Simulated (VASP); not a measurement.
## MgS in VASP 6.6.1, single-point calculation

INCAR

```
NBANDS = 11
LASPH = .TRUE.
LREAL = .FALSE.
ISMEAR = -5
NELM = 64
NSW = 0
EDIFF = 1E-7
LWAVE = .FALSE.
PREC = Accurate
ENCUT = 520
LCHARG = .FALSE.
ISIF = 2
SIGMA = 0.005
GGA = PE
IBRION = -1
```

KPOINTS

```
KPOINTS created by Atomic Simulation Environment
0
Gamma
8 8 8
0 0 0
```

POSCAR

```
Mg S
 1.0000000000000000
     0.0000000000000000    2.8308768411999998    2.7742593044000001
     2.8308768411999998    0.0000000000000000    2.7742593044000001
     2.8308768411999998    2.8308768411999998    0.0000000000000000
 Mg  S
   1   1
Cartesian
  0.0000000000000000  0.0000000000000000  0.0000000000000000
  1.4154384205999999  1.4154384205999999  1.3871296522000001
```

The recommended PBE PAW datasets give the neutral cell 8 valence electrons.

Command

```
mpirun -np 1 vasp_std
```

Q: Predict the outcome of this run.

A: It converged. Results: gap between bands v and c on the k mesh 3.52 eV; least direct gap on the k mesh 3.52 eV; pressure 2.2 GPa. Band v is the last that the valence electrons fill when counted band by band, and c is the next.

OSZICAR

```
N       E                     dE             d eps       ncg     rms          rms(c)
DAV:   1     0.243494271719E+02    0.24349E+02   -0.33314E+03  1330   0.571E+02
DAV:   2    -0.702697908613E+01   -0.31376E+02   -0.30244E+02  1594   0.100E+02
DAV:   3    -0.895965089476E+01   -0.19327E+01   -0.19296E+01  1595   0.266E+01
DAV:   4    -0.897514249987E+01   -0.15492E-01   -0.15490E-01  1577   0.288E+00
DAV:   5    -0.897531778043E+01   -0.17528E-03   -0.17528E-03  1674   0.300E-01    0.409E+00
DAV:   6    -0.848960272552E+01    0.48572E+00   -0.11988E+00  1418   0.410E+00    0.316E+00
DAV:   7    -0.845419589037E+01    0.35407E-01   -0.27177E-01  1526   0.213E+00    0.247E+00
DAV:   8    -0.846168195745E+01   -0.74861E-02   -0.22765E-02  1442   0.913E-01    0.138E+00
DAV:   9    -0.846084599464E+01    0.83596E-03   -0.23476E-03  1490   0.242E-01    0.430E-01
DAV:  10    -0.846104605778E+01   -0.20006E-03   -0.62480E-04  1475   0.118E-01    0.892E-02
DAV:  11    -0.846105066935E+01   -0.46116E-05   -0.53671E-05  1574   0.300E-02    0.510E-02
DAV:  12    -0.846105209349E+01   -0.14241E-05   -0.62979E-06  1520   0.126E-02    0.617E-03
DAV:  13    -0.846105208830E+01    0.51942E-08   -0.26122E-07  1633   0.264E-03
   1 F= -.84610521E+01 E0= -.84610521E+01  d E =0.000000E+00
```

For comparison, a separate PBE run of the intended cell, on usual settings and not on those above, gives a gap of 3.52 eV on its mesh and a pressure of 2.2 GPa.
